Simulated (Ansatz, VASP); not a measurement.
# Sn32Te3Se29 (SnSe0.9Te0.1, orthorhombic SnSe-type solid solution): VASP beside Ansatz, part 3 of 3

One calculation is typed for both programs; each brings its own data sets. How far apart do they land? The cell is invented: As first built, before any earlier steps moved the atoms (in the runner's words): 1x4x2 conventional cells of the SnSe type (64 atoms: 29 Se, 32 Sn, 3 Te); Se/Te share their sites, the best of 600 random draws by like-pair counts in two shells; start lattice of SnSe; atoms moved at random by 0.02 A. It may not be a known or stable phase. Of the first pair: The structure shown is the start of the Ansatz relaxation below; VASP solves that cell, so the two are compared at the walk's first step.

VASP 6.6.1 and Ansatz 0.2.0.

So far. Step 3 (VASP: single point, PBE, start cell, pair 1): The run ends at a pressure of 3.80 GPa, with forces up to 1.7 eV/Å.

## (6) VASP: single point, PBE, relaxed cell, pair 2

Level of this step: PBE; plane waves and PAW (Se, Sn_d, Te); invented cell (VASP).

The same cell, functional, mesh and smearing now go to VASP, with its own data sets.

INCAR reads:

```
SYSTEM = Sn32Te3Se29
PREC = Accurate
ENCUT = 500
EDIFF = 1E-06
NELM = 120
ISMEAR = -1
SIGMA = 0.01
LREAL = Auto
ALGO = Normal
GGA = PE
NBANDS = 376
LORBIT = 11
LWAVE = .FALSE.
LCHARG = .FALSE.
ISIF = 2
ISYM = 0
LASPH = .TRUE.
GGA_COMPAT = .FALSE.
EFERMI = MIDGAP
KPAR = 2
```

POSCAR reads:

```
Sn32Te3Se29
1.0
   11.7757420000     -0.0002160000     -0.0065620000
   -0.0003190000     16.9595470000      0.0009270000
   -0.0051240000      0.0004920000      9.2348990000
Se Sn Te
29 32 3
Direct
    0.8543100000      0.0624900000      0.2364500000
    0.6433600000      0.1854500000      0.4895400000
    0.3541500000      0.0616200000      0.0096700000
    0.8554700000      0.0625500000      0.7419700000
    0.6446900000      0.1864900000      0.9896600000
    0.3565800000      0.0608500000      0.5165400000
    0.1440700000      0.1872800000      0.7603700000
    0.8529200000      0.3111200000      0.2401000000
    0.6454900000      0.4358200000      0.4895000000
    0.3522500000      0.3135700000      0.0091400000
    0.1436000000      0.4386300000      0.2591300000
    0.8568500000      0.3110100000      0.7366700000
    0.3562400000      0.3137700000      0.5151800000
    0.1420000000      0.4394600000      0.7603500000
    0.8533700000      0.5625300000      0.2426100000
    0.6454900000      0.6897500000      0.4886600000
    0.3517800000      0.5632800000      0.0124400000
    0.1435000000      0.6878200000      0.2609400000
    0.8582300000      0.5629500000      0.7303000000
    0.3539700000      0.5628300000      0.5092700000
    0.1421800000      0.6877800000      0.7589500000
    0.8544600000      0.8143400000      0.2393600000
    0.6474500000      0.9396400000      0.4887100000
    0.3534300000      0.8118800000      0.0125700000
    0.1447200000      0.9363300000      0.2598300000
    0.8573300000      0.8144400000      0.7355100000
    0.6443700000      0.9386700000      0.9889100000
    0.3549400000      0.8124600000      0.5101800000
    0.1462200000      0.9356600000      0.7616500000
    0.1203600000      0.0550800000      0.0510400000
    0.3899300000      0.1871200000      0.3232900000
    0.6207500000      0.0625000000      0.1889400000
    0.8793300000      0.1866100000      0.4373900000
    0.1216600000      0.0616200000      0.5634900000
    0.3775600000      0.1876200000      0.8122900000
    0.6217100000      0.0619600000      0.6904700000
    0.8796000000      0.1873300000      0.9405200000
    0.1192900000      0.3191700000      0.0515800000
    0.3779500000      0.4377900000      0.3116400000
    0.6196700000      0.3051900000      0.1981400000
    0.8796000000      0.4366700000      0.4383800000
    0.1212500000      0.3125700000      0.5620700000
    0.3776000000      0.4386500000      0.8119000000
    0.6222300000      0.3112700000      0.6886000000
    0.8895500000      0.4377600000      0.9277200000
    0.1193400000      0.5635300000      0.0611200000
    0.3780800000      0.6876800000      0.3102600000
    0.6192100000      0.5630800000      0.2099300000
    0.8797300000      0.6885800000      0.4377500000
    0.1199600000      0.5633800000      0.5589200000
    0.3775600000      0.6875300000      0.8132600000
    0.6226800000      0.5628700000      0.6855500000
    0.8909600000      0.6880400000      0.9273500000
    0.1202000000      0.8119900000      0.0609300000
    0.3789300000      0.9373300000      0.3130300000
    0.6202800000      0.8203200000      0.1985000000
    0.8819900000      0.9385600000      0.4369500000
    0.1208900000      0.8126300000      0.5600900000
    0.3805600000      0.9366100000      0.8125500000
    0.6227100000      0.8145300000      0.6870800000
    0.8790100000      0.9377900000      0.9394500000
    0.1393900000      0.1870600000      0.2650300000
    0.6385500000      0.4373100000      0.9853700000
    0.6398200000      0.6885600000      0.9853100000
```

KPOINTS reads:

```
Points of the shifted mesh
4
Reciprocal
 0.2500000000  0.0000000000  0.2500000000 1
 0.2500000000  0.0000000000  0.7500000000 1
 0.7500000000  0.0000000000  0.2500000000 1
 0.7500000000  0.0000000000  0.7500000000 1
```

Potentials, in the order of the species: Se, Sn_d and Te (PBE family, release 64).

Started as:

```
$ mpirun -np 8 vasp_std
```

Numbers of over 12 decimals in the logs are rounded to 6 here.

The log of the run:

```text
[banner, memory and clock lines left out]
running    8 mpi-ranks, on    1 nodes
[...]
[... a notice as in an earlier step ...]

 LDA part: xc-table for (Slater+PW92), standard interpolation
 POSCAR, INCAR and KPOINTS ok, starting setup
[...]
entering main loop
       N       E                     dE             d eps       ncg     rms          rms(c)
DAV:   1     0.896205808116E+04    0.89621E+04   -0.25561E+05  3008   0.209E+03
DAV:   2     0.169873005678E+04   -0.72633E+04   -0.71299E+04  3008   0.620E+02
DAV:   3    -0.298485448064E+02   -0.17286E+04   -0.16402E+04  3352   0.243E+02
DAV:   4    -0.254766231886E+03   -0.22492E+03   -0.21671E+03  3552   0.791E+01
[...]
DAV:  13    -0.260939351704E+03   -0.11433E-04   -0.16977E-04  3832   0.491E-02    0.209E-02
DAV:  14    -0.260939346709E+03    0.49954E-05   -0.50075E-05  4376   0.187E-02    0.777E-03
DAV:  15    -0.260939346691E+03    0.17550E-07   -0.74483E-06  2696   0.677E-03
   1 F= -.26093935E+03 E0= -.26093935E+03  d E =-.721753E-21
```

From OUTCAR (step 6):

```text
  Total        0.3246689      0.3025455      0.1909839      0.0162751     -0.0200322      0.0029786
  in kB        0.2820439      0.2628251      0.1659101      0.0141384     -0.0174022      0.0025876
  external PRESSURE =       0.2369264 kB  Pullay stress =       0.0000000 kB

 POSITION                                       TOTAL-FORCE (eV/Angst)
 -----------------------------------------------------------------------------------
     10.05890      1.05973      2.17804         0.008811      0.001015     -0.009034
      7.57347      3.14525      4.51680        -0.005801     -0.002237     -0.009460
      4.17031      1.04498      0.08703         0.001339     -0.000079      0.008886
     10.06997      1.06100      6.84646         0.009034      0.005123     -0.009861
      7.58657      3.16313      9.13535        -0.005401     -0.002221     -0.009632
      4.19633      1.03217      4.76791         0.007740     -0.000755      0.009093
      1.69258      3.17653      7.02117        -0.009731      0.002288      0.006007
     10.04244      5.27639      2.21199         0.007663     -0.003166     -0.010964
      7.59848      7.39141      4.51665        -0.007370     -0.005539     -0.013540
      4.14786      5.31793      0.08239         0.004030     -0.000366      0.011620
      1.68953      7.43906      2.39250        -0.002726     -0.002836      0.008819
     10.08617      5.27477      6.79774         0.006799     -0.002160     -0.008827
      4.19225      5.32157      4.75559         0.005380      0.001743      0.010883
      1.66812      7.45339      7.02123        -0.008960     -0.002363      0.006570
[...]
-----------------------------------------------------------------------------------
    total drift:                               -0.031521      0.020527     -0.021902

  FREE ENERGIE OF THE ION-ELECTRON SYSTEM (eV)
  ---------------------------------------------------
  free  energy   TOTEN  =      -260.9393466911 eV

  energy  without entropy=     -260.9393466911  energy(sigma->0) =     -260.93934669

[... 1 part as in an earlier step ...]

[... 1 further part left out ...]
```

The run ends at a pressure of 0.02 GPa, with forces up to 0.021 eV/Å.

## (7) Side by side

What differs besides the data sets and the points named for the pairs above, as far as they apply: the data sets hold 960 valence electrons in Ansatz (on its default PAW (the set named soft_2) files) and 640 in VASP; the cutoff is 420 eV in Ansatz and 500 eV in VASP (PREC = Accurate, projectors in real space). Total energies have different zeros and are not compared.

Compared:

```tsv
quantity	Ansatz	VASP	difference
pressure (GPa)	0.00	0.02	-0.02
gap on the k mesh (eV)	0.979	0.967	+0.012
```

At this near-relaxed geometry the largest component of a force difference is 18 meV/Å. A gap on the mesh is an upper bound, since the band edges may lie between its points.

## (8) What came out

```
r.m.s. force difference (single point, PBE, start cell, pair 1)           : 2.8 % of the r.m.s. force
difference in gap on the k mesh (single point, PBE, relaxed cell, pair 2) : 0.012 eV
r.m.s. force difference (single point, PBE, relaxed cell, pair 2)         : 8.3 meV/Å
```

The r.m.s. force difference is 2.8 % of the r.m.s. force (single point, PBE, start cell, pair 1), within the 3 % picked in this series as the mark of a large difference. The data sets hold unlike numbers of valence electrons (960 in Ansatz and 640 in VASP), so part of the differences comes from the potentials. Such differences can come from data sets, numerical settings and the points named under the comparisons, not from the functional's error against experiment.

[Lines on the potential files, build, host, timing and source positions are cut from VASP's logs without a mark.]

[Logs are printed without paths, hosts, clocks, repeated set-up lines and the standing remarks that a program may print on its own settings, such as how far it seeks lower states.]

[Hosts, paths, dates, database ids (printed as entryN), source tags and the programs' standing remarks are cut or masked in the printed files.]
